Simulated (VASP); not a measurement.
# Ni (Fm-3m) in VASP: a series of runs, part 2 of 2

VASP 6.6.1. Earlier steps stand in the parts before.

### 4 Single point, PBE, collinear spin, ferromagnetic start (a relaxed cell with its volume scaled by 0.91)

INCAR reads:

```
PREC = Accurate
ENCUT = 520
EDIFF = 1E-7
ISMEAR = 0
SIGMA = 0.1
LREAL = False
LASPH = True
NELM = 120
ALGO = Fast
ISIF = 2
LWAVE = False
LCHARG = False
ISPIN = 2
MAGMOM = 0.8
LORBIT = 11
LMAXMIX = 4
GGA = PE
```

KPOINTS reads:

```
Automatic mesh
0
Gamma
  4 4 4
```

POSCAR reads:

```
Ni                                      
1.0
   -0.0000000000      1.6953208161      1.6953208161
    1.6953208161     -0.0000000000      1.6953208161
    1.6953208161      1.6953208161      0.0000000000
  Ni            
     1
Direct
     0.0000000000000000    0.0000000000000000    0.0000000000000000
```

Potentials or basis: VASP PAW PBE potentials, release 64 (Ni).

Started as:

```
$ cat potpaw_PBE.64/Ni/POTCAR > POTCAR
$ mpirun -np 1 vasp_std > vasp.out
```

OUTCAR:

```text
PREC = Accurate
   ENCUT = 520
   EDIFF = 1E-7
   ISMEAR = 0
   LREAL = False
   LASPH = True
   NELM = 120
   ISIF = 2
   ISPIN = 2
   LORBIT = 11
   GGA = PE

 ion  position               nearest neighbor table
   1  0.000  0.000  0.000-

  LATTYP: Found a face centered cubic cell.
 ALAT       =     3.3906416322

  Lattice vectors:

 A1 = (   0.0000000000,   1.6953208161,   1.6953208161)
 A2 = (   1.6953208161,   0.0000000000,   1.6953208161)
 A3 = (   1.6953208161,   1.6953208161,   0.0000000000)

Analysis of symmetry for initial positions (statically):
=====================================================================
 Subroutine PRICEL returns:
 Original cell was already a primitive cell.

 Routine SETGRP: Setting up the symmetry group for a
 face centered cubic supercell.

 Subroutine GETGRP returns: Found 48 space group operations
 (whereof 48 operations were pure point group operations)
 out of a pool of 48 trial point group operations.

The static configuration has the point symmetry O_h .

Analysis of symmetry for dynamics (positions and initial velocities):
=====================================================================
 Subroutine PRICEL returns:
 Original cell was already a primitive cell.

 Routine SETGRP: Setting up the symmetry group for a
 face centered cubic supercell.

 Subroutine GETGRP returns: Found 48 space group operations
 (whereof 48 operations were pure point group operations)
 out of a pool of 48 trial point group operations.

The dynamic configuration has the point symmetry O_h .

Analysis of structural, dynamic, and magnetic symmetry:
=====================================================================
 Subroutine PRICEL returns:
 Original cell was already a primitive cell.

 Routine SETGRP: Setting up the symmetry group for a
 face centered cubic supercell.

 Subroutine GETGRP returns: Found 48 space group operations
 (whereof 48 operations were pure point group operations)
 out of a pool of 48 trial point group operations.

The overall configuration has the point symmetry O_h .

[... 136 lines left out ...]
 fundamental gap:      0.0907642018
 Fermi energy:        11.1363056293

 spin component 1

 k-point     1 :       0.0000    0.0000    0.0000
  band No.  band energies     occupation
      1       1.2303      1.00000
      2       8.2612      1.00000
      3       8.2612      1.00000
      4       8.2612      1.00000
      5       9.6298      1.00000
      6       9.6298      1.00000
      7      35.6852      0.00000
      8      40.4258      0.00000
      9      40.4258      0.00000
[... 73 lines left out ...]
 k-point     8 :      -0.2500    0.5000    0.2500
  band No.  band energies     occupation
      1       6.6595      1.00000
      2       7.5102      1.00000
      3       7.5103      1.00000
      4       9.5445      1.00000
      5      10.5785      1.00000
      6      19.4163      0.00000
      7      19.4163      0.00000
      8      21.7583      0.00000
      9      23.4194      0.00000
 Fermi energy:        11.1363056293

 spin component 2

 k-point     1 :       0.0000    0.0000    0.0000
  band No.  band energies     occupation
      1       1.1894      1.00000
      2       8.9840      1.00000
      3       8.9840      1.00000
      4       8.9840      1.00000
      5      10.1941      1.00000
      6      10.1941      1.00000
      7      35.5352      0.00000
      8      40.3889      0.00000
      9      40.3889      0.00000
[... 73 lines left out ...]
 k-point     8 :      -0.2500    0.5000    0.2500
  band No.  band energies     occupation
      1       7.0136      1.00000
      2       8.0862      1.00000
      3       8.0862      1.00000
      4      10.0815      1.00000
      5      11.4189      0.00003
      6      19.5979      0.00000
      7      19.5979      0.00000
      8      21.9208      0.00000
      9      23.5483      0.00000

------------------------ aborting loop because EDIFF is reached ----------------------------------------

  FORCE on cell =-STRESS in cart. coord.  units (eV):
  Direction    XX          YY          ZZ          XY          YZ          ZX
  --------------------------------------------------------------------------------------
  -------------------------------------------------------------------------------------
  Total        1.5035513      1.5035513      1.5035513      0.0000000      0.0000000     -0.0000000
  in kB      247.1969777    247.1969777    247.1969777      0.0000000      0.0000000     -0.0000000
  external PRESSURE =     247.1969777 kB  Pullay stress =       0.0000000 kB

 VOLUME and BASIS-vectors are now :
 -----------------------------------------------------------------------------
  energy-cutoff  :      520.00
  volume of cell :        9.75
      direct lattice vectors                 reciprocal lattice vectors
     0.000000000  1.695320816  1.695320816    -0.294929429  0.294929429  0.294929429
     1.695320816  0.000000000  1.695320816     0.294929429 -0.294929429  0.294929429
     1.695320816  1.695320816  0.000000000     0.294929429  0.294929429 -0.294929429

 POSITION                                       TOTAL-FORCE (eV/Angst)
 -----------------------------------------------------------------------------------
      0.00000      0.00000      0.00000        -0.000000      0.000000      0.000000
 -----------------------------------------------------------------------------------
    total drift:                                0.000000     -0.000000      0.000000

  FREE ENERGIE OF THE ION-ELECTRON SYSTEM (eV)
  ---------------------------------------------------
  free  energy   TOTEN  =        -5.4809242285 eV

  energy  without entropy=       -5.4713741872  energy(sigma->0) =       -5.47614921

 total charge

# of ion       s       p       d       tot
------------------------------------------
    1        0.539   0.613   8.372   9.525

 magnetization (x)

# of ion       s       p       d       tot
------------------------------------------
    1       -0.012  -0.027   0.636   0.597
```

It took 4.6 s on 1 thread of AMD EPYC 7R13 (Zen 3), shared host; peak memory 0.09 GiB.

What came out:

- Free energy: -5.4809 eV
- Pressure: 24.7 GPa
- Band gap on the k mesh: none (metal or under the smearing width)
- Net moment: 0.59 μB per cell
- Site moments: Ni +0.60 μB
- Valence electrons inside the program's atomic spheres: Ni 9.53

Levels at points of the mesh, in eV from the Fermi level:
Spin up:
```tsv
k point	band 3	band 4	band 5	band 6	band 7	band 8
(0.00, 0.00, 0.00)	-2.88	-2.88	-1.51	-1.51	24.55	29.29
(0.50, 0.00, 0.00)	-2.87	-0.72	-0.72	-0.60	6.37	22.99
(0.50, 0.50, 0.00)	-0.67	-0.56	-0.56	2.42	10.12	15.78
```
Spin down:
```csv
k point,band 1,band 2,band 3,band 4,band 5,band 6,band 7,band 8
"(0.00, 0.00, 0.00)",-9.95,-2.15,-2.15,-2.15,-0.94,-0.94,24.40,29.25
"(0.50, 0.00, 0.00)",-5.20,-2.28,-2.28,-0.66,0.01,0.01,6.79,22.85
"(0.50, 0.50, 0.00)",-5.17,-4.37,-0.08,0.28,0.28,2.38,10.36,15.78
```

Caveat: the k mesh is coarse (spacing up to 0.80 Å⁻¹), so the values aren't converged; so large a pressure means that the cell lies far from this level's equilibrium, or that cutoff or potentials fall short.

### 5 Single point, PBE, collinear spin, ferromagnetic start (a relaxed cell with its volume scaled by 1.09)

INCAR is that of step 4.

KPOINTS is that of step 4.

POSCAR reads:

```
Ni                                      
1.0
   -0.0000000000      1.8004466749      1.8004466749
    1.8004466749     -0.0000000000      1.8004466749
    1.8004466749      1.8004466749      0.0000000000
  Ni            
     1
Direct
     0.0000000000000000    0.0000000000000000    0.0000000000000000
```

Potentials or basis: VASP PAW PBE potentials, release 64 (Ni).

Started as:

```
$ cat potpaw_PBE.64/Ni/POTCAR > POTCAR
$ mpirun -np 1 vasp_std > vasp.out
```

OUTCAR:

```text
PREC = Accurate
   ENCUT = 520
   EDIFF = 1E-7
   ISMEAR = 0
   LREAL = False
   LASPH = True
   NELM = 120
   ISIF = 2
   ISPIN = 2
   LORBIT = 11
   GGA = PE

 ion  position               nearest neighbor table
   1  0.000  0.000  0.000-

  LATTYP: Found a face centered cubic cell.
 ALAT       =     3.6008933498

  Lattice vectors:

 A1 = (   0.0000000000,   1.8004466749,   1.8004466749)
[... 385 lines left out ...]
  --------------------------------------------------------------------------------------
  -------------------------------------------------------------------------------------
  Total       -1.0565182     -1.0565182     -1.0565182     -0.0000000     -0.0000000     -0.0000000
  in kB     -145.0162873   -145.0162873   -145.0162873     -0.0000000     -0.0000000     -0.0000000
  external PRESSURE =    -145.0162873 kB  Pullay stress =       0.0000000 kB

 VOLUME and BASIS-vectors are now :
 -----------------------------------------------------------------------------
  energy-cutoff  :      520.00
  volume of cell :       11.67
      direct lattice vectors                 reciprocal lattice vectors
     0.000000000  1.800446675  1.800446675    -0.277708864  0.277708864  0.277708864
     1.800446675  0.000000000  1.800446675     0.277708864 -0.277708864  0.277708864
     1.800446675  1.800446675  0.000000000     0.277708864  0.277708864 -0.277708864

 POSITION                                       TOTAL-FORCE (eV/Angst)
 -----------------------------------------------------------------------------------
      0.00000      0.00000      0.00000         0.000000      0.000000      0.000000
 -----------------------------------------------------------------------------------
    total drift:                               -0.000000     -0.000000     -0.000000

  FREE ENERGIE OF THE ION-ELECTRON SYSTEM (eV)
  ---------------------------------------------------
  free  energy   TOTEN  =        -5.5013119099 eV

  energy  without entropy=       -5.4910355382  energy(sigma->0) =       -5.49617372

 total charge

# of ion       s       p       d       tot
------------------------------------------
    1        0.457   0.450   8.279   9.187

 magnetization (x)

# of ion       s       p       d       tot
------------------------------------------
    1       -0.013  -0.024   0.652   0.615
```

stdout:

```text
POSCAR found type information on POSCAR Ni
 POSCAR found :  1 types and       1 ions
 scaLAPACK will be used
 LDA part: xc-table for (Slater+PW92), standard interpolation
 POSCAR, INCAR and KPOINTS ok, starting setup
 FFT: planning ... GRIDC
 FFT: planning ... GRID_SOFT
 FFT: planning ... GRID
 WAVECAR not read
 entering main loop
```

Wall time 5.4 s (1 thread of AMD EPYC 7R13 (Zen 3), shared host); peak memory 0.09 GiB.

Results:

| Item | Value |
| --- | --- |
| Free energy | -5.5013 eV |
| Pressure | -14.5 GPa |
| Band gap on the k mesh | none (metal or under the smearing width) |
| Net moment | 0.59 μB per cell |
| Site moments | Ni +0.61 μB |
| Valence electrons inside the program's atomic spheres | Ni 9.19 |

Levels at points of the mesh, in eV from the Fermi level:
Spin up:
| k point | band 3 | band 4 | band 5 | band 6 | band 7 | band 8 |
| --- | --- | --- | --- | --- | --- | --- |
| (0.00, 0.00, 0.00) | -2.35 | -2.35 | -1.28 | -1.28 | 23.09 | 26.41 |
| (0.50, 0.00, 0.00) | -2.32 | -0.71 | -0.71 | -0.19 | 5.12 | 21.62 |
| (0.50, 0.50, 0.00) | -0.65 | -0.60 | -0.60 | 2.38 | 8.55 | 14.15 |
Spin down:
```csv
k point,band 1,band 2,band 3,band 4,band 5,band 6,band 7,band 8,band 9
"(0.00, 0.00, 0.00)",-8.62,-1.62,-1.62,-1.62,-0.72,-0.72,22.90,26.38,26.38
"(0.50, 0.00, 0.00)",-4.12,-1.73,-1.73,-0.28,0.02,0.02,5.51,21.45,23.49
"(0.50, 0.50, 0.00)",-3.98,-3.32,-0.07,0.24,0.24,2.31,8.77,14.13,14.13
```

Caveat: the k mesh is coarse (spacing up to 0.76 Å⁻¹), so the values aren't converged.

### 6 The runs side by side

```csv
cell,gap on the mesh (eV),pressure (GPa),moment (μB)
a relaxed cell with its volume scaled by 0.94,none,14.9,0.59
a relaxed cell with its volume scaled by 1.06,none,-10.5,0.59
a relaxed cell with its volume scaled by 0.91,none,24.7,0.59
a relaxed cell with its volume scaled by 1.09,none,-14.5,0.59
```

Alike in all rows: task single point; level PBE; potentials or basis VASP PAW PBE potentials, release 64 (Ni); spin collinear, ferromagnetic start; k mesh 4 × 4 × 4; cutoff (eV) 520; smearing gaussian 0.1 eV; the mesh is coarse, so values aren't converged.

Caveats: all runs use coarse meshes; so large a pressure means that the cell lies far from this level's equilibrium, or that cutoff or potentials fall short (some runs).

Absolute energies hang on the potentials; compare differences alone.
